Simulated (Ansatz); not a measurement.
# TaN: the cost of one run

Computed with Ansatz 0.2.0 (DFT PBE, scalar-relativistic, plane waves, PAW, unless a step's input says otherwise).

**1. The system as given**

The structure is hexagonal, space group P6/mmm (No. 191). The conventional cell has a = 5.191 Å, b = 5.191 Å, c = 2.908 Å, α = 90.00°, β = 90.00°, γ = 120.00°. Around Ta (site symmetry 6/mmm) lie 6 N at 2.60 Å and 2 Ta at 2.91 Å. Around Ta (site symmetry -6m2) lie 6 N at 2.09 Å. N (site symmetry mmm) has 6 Ta at 2.09 to 2.60 Å in its first shell of neighbours.

Coordinates:

```
Ta N
1.0
     7.78650    4.49554    0.00000
    -7.78650    4.49554    0.00000
     0.00000    0.00000    8.72400
Ta N
27 27
Direct
  0.00000 0.00000 0.00000
  0.00000 0.00000 0.33333
  0.00000 0.00000 0.66667
  0.33333 0.66667 0.00000
  0.33333 0.66667 0.33333
  0.33333 0.66667 0.66667
  0.66667 0.33333 0.00000
  0.66667 0.33333 0.33333
  0.66667 0.33333 0.66667
  0.33333 0.33333 0.16667
  0.33333 0.33333 0.50000
  0.33333 0.33333 0.83333
  0.66667 0.00000 0.16667
  0.66667 0.00000 0.50000
  0.66667 0.00000 0.83333
  0.00000 0.66667 0.16667
  0.00000 0.66667 0.50000
  0.00000 0.66667 0.83333
  0.33333 0.00000 0.16667
  0.33333 0.00000 0.50000
  0.33333 0.00000 0.83333
  0.66667 0.66667 0.16667
  0.66667 0.66667 0.50000
  0.66667 0.66667 0.83333
  0.00000 0.33333 0.16667
  0.00000 0.33333 0.50000
  0.00000 0.33333 0.83333
  0.16667 0.83333 0.00000
  0.16667 0.83333 0.33333
  0.16667 0.83333 0.66667
  0.50000 0.50000 0.00000
  0.50000 0.50000 0.33333
  0.50000 0.50000 0.66667
  0.83333 0.16667 0.00000
  0.83333 0.16667 0.33333
  0.83333 0.16667 0.66667
  0.33333 0.16667 0.00000
  0.33333 0.16667 0.33333
  0.33333 0.16667 0.66667
  0.66667 0.83333 0.00000
  0.66667 0.83333 0.33333
  0.66667 0.83333 0.66667
  0.00000 0.50000 0.00000
  0.00000 0.50000 0.33333
  0.00000 0.50000 0.66667
  0.16667 0.33333 0.00000
  0.16667 0.33333 0.33333
  0.16667 0.33333 0.66667
  0.50000 0.00000 0.00000
  0.50000 0.00000 0.33333
  0.50000 0.00000 0.66667
  0.83333 0.66667 0.00000
  0.83333 0.66667 0.33333
  0.83333 0.66667 0.66667
```

The runs take a perfect supercell of 54 atoms; the defect goes to fractional position (0.000, 0.000, 0.000).

**2. The perfect supercell**

input.yaml reads:

```yaml
crystal:
  lattice:
    - [7.7865, 4.495538, 0.0]
    - [-7.7865, 4.495538, 0.0]
    - [0.0, 0.0, 8.724]
  atoms:
    - { symbol: Ta, position: [0.0, 0.0, 0.0] }
    - { symbol: Ta, position: [0.0, 0.0, 0.333333] }
    - { symbol: Ta, position: [0.0, 0.0, 0.666667] }
    - { symbol: Ta, position: [0.333333, 0.666667, 0.0] }
    - { symbol: Ta, position: [0.333333, 0.666667, 0.333333] }
    - { symbol: Ta, position: [0.333333, 0.666667, 0.666667] }
    - { symbol: Ta, position: [0.666667, 0.333333, 0.0] }
    - { symbol: Ta, position: [0.666667, 0.333333, 0.333333] }
    - { symbol: Ta, position: [0.666667, 0.333333, 0.666667] }
    - { symbol: Ta, position: [0.333333, 0.333333, 0.166667] }
    - { symbol: Ta, position: [0.333333, 0.333333, 0.5] }
    - { symbol: Ta, position: [0.333333, 0.333333, 0.833333] }
    - { symbol: Ta, position: [0.666667, 0.0, 0.166667] }
    - { symbol: Ta, position: [0.666667, 0.0, 0.5] }
    - { symbol: Ta, position: [0.666667, 0.0, 0.833333] }
    - { symbol: Ta, position: [0.0, 0.666667, 0.166667] }
    - { symbol: Ta, position: [0.0, 0.666667, 0.5] }
    - { symbol: Ta, position: [0.0, 0.666667, 0.833333] }
    - { symbol: Ta, position: [0.333333, 1.0, 0.166667] }
    - { symbol: Ta, position: [0.333333, 1.0, 0.5] }
    - { symbol: Ta, position: [0.333333, 1.0, 0.833333] }
    - { symbol: Ta, position: [0.666667, 0.666667, 0.166667] }
    - { symbol: Ta, position: [0.666667, 0.666667, 0.5] }
    - { symbol: Ta, position: [0.666667, 0.666667, 0.833333] }
    - { symbol: Ta, position: [0.0, 0.333333, 0.166667] }
    - { symbol: Ta, position: [0.0, 0.333333, 0.5] }
    - { symbol: Ta, position: [0.0, 0.333333, 0.833333] }
    - { symbol: "N", position: [0.166667, 0.833333, 0.0] }
    - { symbol: "N", position: [0.166667, 0.833333, 0.333333] }
    - { symbol: "N", position: [0.166667, 0.833333, 0.666667] }
    - { symbol: "N", position: [0.5, 0.5, 0.0] }
    - { symbol: "N", position: [0.5, 0.5, 0.333333] }
    - { symbol: "N", position: [0.5, 0.5, 0.666667] }
    - { symbol: "N", position: [0.833333, 0.166667, 0.0] }
    - { symbol: "N", position: [0.833333, 0.166667, 0.333333] }
    - { symbol: "N", position: [0.833333, 0.166667, 0.666667] }
    - { symbol: "N", position: [0.333333, 0.166667, 0.0] }
    - { symbol: "N", position: [0.333333, 0.166667, 0.333333] }
    - { symbol: "N", position: [0.333333, 0.166667, 0.666667] }
    - { symbol: "N", position: [0.666667, 0.833333, 0.0] }
    - { symbol: "N", position: [0.666667, 0.833333, 0.333333] }
    - { symbol: "N", position: [0.666667, 0.833333, 0.666667] }
    - { symbol: "N", position: [0.0, 0.5, 0.0] }
    - { symbol: "N", position: [0.0, 0.5, 0.333333] }
    - { symbol: "N", position: [0.0, 0.5, 0.666667] }
    - { symbol: "N", position: [0.166667, 0.333333, 0.0] }
    - { symbol: "N", position: [0.166667, 0.333333, 0.333333] }
    - { symbol: "N", position: [0.166667, 0.333333, 0.666667] }
    - { symbol: "N", position: [0.5, 0.0, 0.0] }
    - { symbol: "N", position: [0.5, 0.0, 0.333333] }
    - { symbol: "N", position: [0.5, 0.0, 0.666667] }
    - { symbol: "N", position: [0.833333, 0.666667, 0.0] }
    - { symbol: "N", position: [0.833333, 0.666667, 0.333333] }
    - { symbol: "N", position: [0.833333, 0.666667, 0.666667] }
basis:
  ecutwfc: 420
  fft_grid_basis: typed
kpoints:
  mp_grid: { grid: [3, 3, 2] }
hamiltonian:
  xc: pbe
  pseudopotentials: { kind: paw }
scf:
  occupations: { method: gaussian, width: 0.05 }
output:
  forces: true
  stress: false
  eigenvalues: true
  bader: false
  write_density: true
  volumetric_format: npy
```

Launch:

```sh
$ ansatz run input.yaml --threads 8 --pin off --max-ram 16384MiB --backend cpu --events-out ev --progress --plain --runs-dir out
```

Q: Estimate wall time and peak memory on 8 threads of Intel Xeon at 2.50GHz (Skylake/Cascade Lake), shared host.

About 18 s, with a peak of 4.8 GiB.
